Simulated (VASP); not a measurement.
## GaSb in VASP 6.6.1, single-point calculation

INCAR

```
NSW = 0
LASPH = .TRUE.
LWAVE = .FALSE.
ENCUT = 520
NBANDS = 16
GGA = PE
ISMEAR = -1
SIGMA = 0.02
PREC = Single
EDIFF = 1E-7
IBRION = -1
LREAL = .FALSE.
ISIF = 2
LCHARG = .FALSE.
NELM = 120
```

KPOINTS

```
KPOINTS created by Atomic Simulation Environment
0
Monkhorst-Pack
8 8 8
0 0 0
```

POSCAR

```
Ga Sb
 1.0000000000000000
     0.0000000000000000    3.1578613668000002    3.0658848221000001
     3.1578613668000002    0.0000000000000000    3.0658848221000001
     3.1578613668000002    3.1578613668000002    0.0000000000000000
 Ga  Sb
   1   1
Cartesian
  0.0000000000000000  0.0000000000000000  0.0000000000000000
  1.5789306834000001  1.5789306834000001  1.5329424110500001
```

The recommended PBE PAW datasets give the neutral cell 18 valence electrons.

Command

```
mpirun -np 1 vasp_std
```

OSZICAR

```
N       E                     dE             d eps       ncg     rms          rms(c)
DAV:   1     0.820089333393E+02    0.82009E+02   -0.85606E+03  4664   0.135E+03
DAV:   2    -0.955867775921E+00   -0.82965E+02   -0.79939E+02  5448   0.295E+02
DAV:   3    -0.729847225683E+01   -0.63426E+01   -0.63292E+01  5560   0.650E+01
DAV:   4    -0.740934208290E+01   -0.11087E+00   -0.11086E+00  5752   0.967E+00
DAV:   5    -0.741201132909E+01   -0.26692E-02   -0.26692E-02  5928   0.132E+00    0.292E+00
DAV:   6    -0.737538416733E+01    0.36627E-01   -0.61285E-02  6488   0.371E+00    0.173E+00
DAV:   7    -0.736563098211E+01    0.97532E-02   -0.32401E-02  5440   0.143E+00    0.339E-01
DAV:   8    -0.736657655127E+01   -0.94557E-03   -0.41604E-03  6040   0.714E-01    0.683E-02
DAV:   9    -0.736704316934E+01   -0.46662E-03   -0.60567E-04  5576   0.196E-01    0.290E-02
DAV:  10    -0.736710553678E+01   -0.62367E-04   -0.65631E-05  5904   0.444E-02    0.890E-03
DAV:  11    -0.736711675164E+01   -0.11215E-04   -0.17500E-05  5624   0.307E-02    0.525E-03
DAV:  12    -0.736711795298E+01   -0.12013E-05   -0.20692E-06  5848   0.804E-03    0.248E-03
DAV:  13    -0.736711767854E+01    0.27444E-06   -0.12073E-07  4432   0.334E-03    0.142E-04
DAV:  14    -0.736711770212E+01   -0.23572E-07   -0.17563E-08  4048   0.118E-03
   1 F= -.73671177E+01 E0= -.73671170E+01  d E =-.135848E-05
```

Standard output (part)

```
POSCAR found type information on POSCAR GaSb
 POSCAR found :  2 types and       2 ions
 LDA part: xc-table for (Slater+PW92), standard interpolation
 POSCAR, INCAR and KPOINTS ok, starting setup
 WAVECAR not read
 entering main loop
```

From OUTCAR

```
k-points           NKPTS =    144   k-points in BZ     NKDIM =    144   number of bands    NBANDS=     16

   NELECT =      18.0000    total number of electrons

   dimension x,y,z NGX =    36 NGY =   36 NGZ =   36
   dimension x,y,z NGXF=    36 NGYF=   36 NGZF=   36

  energy-cutoff  :      520.00
  volume of cell :       61.15
      direct lattice vectors                 reciprocal lattice vectors
     0.000000000  3.157861367  3.065884822    -0.158335006  0.158335006  0.163085057
     3.157861367  0.000000000  3.065884822     0.158335006 -0.158335006  0.163085057
     3.157861367  3.157861367  0.000000000     0.158335006  0.158335006 -0.163085057

 k-points in reciprocal lattice and weights: KPOINTS created by Atomic Simulation Env
   0.06250000  0.06250000  0.06250000       0.004
   0.18750000  0.06250000  0.06250000       0.008
   0.31250000  0.06250000  0.06250000       0.008
   0.43750000  0.06250000  0.06250000       0.008
  -0.43750000  0.06250000  0.06250000       0.008
  -0.31250000  0.06250000  0.06250000       0.008
  -0.18750000  0.06250000  0.06250000       0.008
  -0.06250000  0.06250000  0.06250000       0.008
   ...

 E-fermi :   4.3593

 k-point     1 :       0.0625    0.0625    0.0625
  band No.  band energies     occupation
      1     -10.6992      2.00000
      2     -10.6984      2.00000
      3     -10.6945      2.00000
      4     -10.6593      2.00000
      5     -10.6547      2.00000
      6      -6.7796      2.00000
      7       3.0860      2.00000
      8       4.1015      1.99999
      9       4.2073      1.99900
     10       4.7245      0.00000
     11       7.0381      0.00000
     12       7.1328      0.00000
     13       7.1606      0.00000
     14      10.1860      0.00000
     15      12.1762      0.00000
     16      12.5305      0.00000

 k-point     2 :       0.1875    0.0625    0.0625
  band No.  band energies     occupation
      1     -10.7024      2.00000
      2     -10.6960      2.00000
      3     -10.6941      2.00000
      4     -10.6598      2.00000
      5     -10.6546      2.00000
      6      -6.5836      2.00000
      7       1.7131      2.00000
      8       3.4743      2.00000
      9       4.0713      2.00000
     10       5.3020      0.00000
     11       7.2205      0.00000
     12       7.3684      0.00000
     13       8.1287      0.00000
     14      11.1033      0.00000
     15      11.5074      0.00000
     16      12.0796      0.00000

 k-point     3 :       0.3125    0.0625    0.0625
  band No.  band energies     occupation
      1     -10.7098      2.00000
      2     -10.6928      2.00000
      3     -10.6909      2.00000
      4     -10.6601      2.00000
      5     -10.6544      2.00000
      6      -6.1299      2.00000
      7      -0.0170      2.00000
      8       2.9862      2.00000
      9       3.6825      2.00000
     10       5.1584      0.00000
     11       7.7578      0.00000
     12       7.9515      0.00000
     13       9.3925      0.00000
     14      11.3832      0.00000
     15      11.5612      0.00000
     16      12.4415      0.00000

 ...

  Total       -0.4375606     -0.4375606     -0.0038922      0.0000000      0.0000000      0.0000000
  in kB      -11.4650729    -11.4650729     -0.1019843      0.0000000      0.0000000      0.0000000
  external PRESSURE =      -7.6773767 kB  Pullay stress =       0.0000000 kB

 POSITION                                       TOTAL-FORCE (eV/Angst)
 -----------------------------------------------------------------------------------
      0.00000      0.00000      0.00000        -0.000000     -0.000000      0.000000
      1.57893      1.57893      1.53294         0.000000      0.000000      0.000000
 -----------------------------------------------------------------------------------
    total drift:                                0.000045      0.000045      0.000032

  FREE ENERGIE OF THE ION-ELECTRON SYSTEM (eV)
  ---------------------------------------------------
  free  energy   TOTEN  =        -7.3671177021 eV

  energy  without entropy=       -7.3671163436  energy(sigma->0) =       -7.36711702
```

It converged. Results: gap between bands v and c on the k mesh 0.30 eV; least direct gap on the k mesh 0.52 eV; pressure -0.8 GPa. Band v is the last that the valence electrons fill when counted band by band, and c is the next.

These settings aren't sound, so the numbers aren't properties of the crystal. The shifted mesh misses Γ, so a band edge there is missed.

On sound settings PBE gives a gap of 0.15 eV on its mesh and a pressure of -0.8 GPa for the intended cell.

The run took about 2.4 min on one core of a shared host (Intel Xeon Platinum 8488C) and held 0.25 GiB at most.
